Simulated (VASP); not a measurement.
Crystal: MgS.

```
CELL_PARAMETERS angstrom
4.03462 0.00000 0.00000
-2.01731 3.49409 0.00000
0.00000 0.00000 6.43229
ATOMIC_POSITIONS crystal
S 0.66667 0.33333 0.87924
S 0.33333 0.66667 0.37924
Mg 0.33333 0.66667 0.99575
Mg 0.66667 0.33333 0.49575
```

The cell comes from a database or a generator and needn't be the stable form of this composition.

Base run:

* Program: VASP 6.6.1
* Functional: TB-mBJ
* Potentials or basis: VASP PAW PBE potentials, release 64 (S, Mg)
* Cutoff: 520 eV
* k mesh: 8 × 8 × 4
* Occupations: gaussian, width 0.02 eV
* Spin: no spin polarisation

Its results: band gap on the k mesh 5.04 eV, direct.

Question: The run is repeated on the same cell with these changes: functional from TB-mBJ to LDA; potentials or basis from VASP PAW PBE potentials, release 64 (S, Mg) to VASP PAW LDA potentials, release 64 (S, Mg). What comes out?

Answer: Band gap on the k mesh 3.16 eV, direct.
